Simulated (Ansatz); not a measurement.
Crystal: GaSb.

```
Sb Ga
1.0
     0.00000    3.05900    3.05900
     3.05900    0.00000    3.05900
     3.05900    3.05900    0.00000
Sb Ga
1 1
Cartesian
  4.5885 4.5885 4.5885
  0.0000 0.0000 0.0000
```

```yaml
Program: Ansatz 0.2.0
Task: relaxation of cell and atoms
Functional: B3LYP
Potentials_or_basis: Ansatz PAW
Cutoff: "420 eV (not typed: the program's choice for these potentials)"
k_mesh: 4 × 4 × 4
Occupations: fermi-dirac, width 0.05 eV
Spin: no spin polarisation
```

At the start: volume 28.62 Å³/atom.

Task: How do energy, volume and symmetry change on relaxing?

Result: It ends after 4 steps and the volume is 30.89 Å³/atom (+7.9 %); space group F-43m (No. 216, to 0.05 Å).

Step by step:
| step | energy change (eV) | largest force (eV/Å) | volume (Å³) |
| --- | --- | --- | --- |
| 1 | 0.0000 | 0.0000 | 57.25 |
| 2 | -0.0323 | 0.0000 | 62.23 |
| 3 | -0.0328 | 0.0000 | 61.78 |
| 4 | -0.0338 | 0.0000 | 61.78 |

Final structure:
```
Sb Ga
1.0
     0.00000    3.13761    3.13761
     3.13761    0.00000    3.13761
     3.13761    3.13761    0.00000
Sb Ga
1 1
Direct
  0.75000 0.75000 0.75000
  0.00000 0.00000 0.00000
```

Caveat: the k mesh is coarse (spacing up to 0.44 Å⁻¹), so the values aren't converged, least of all with exact exchange; the plane-wave basis is chosen anew once the cell has moved, so the energies of steps on either side of that aren't comparable; the PAW data sets come from PBE, with cores solved anew for the run's functional, which leaves a small shift of forces and pressure.
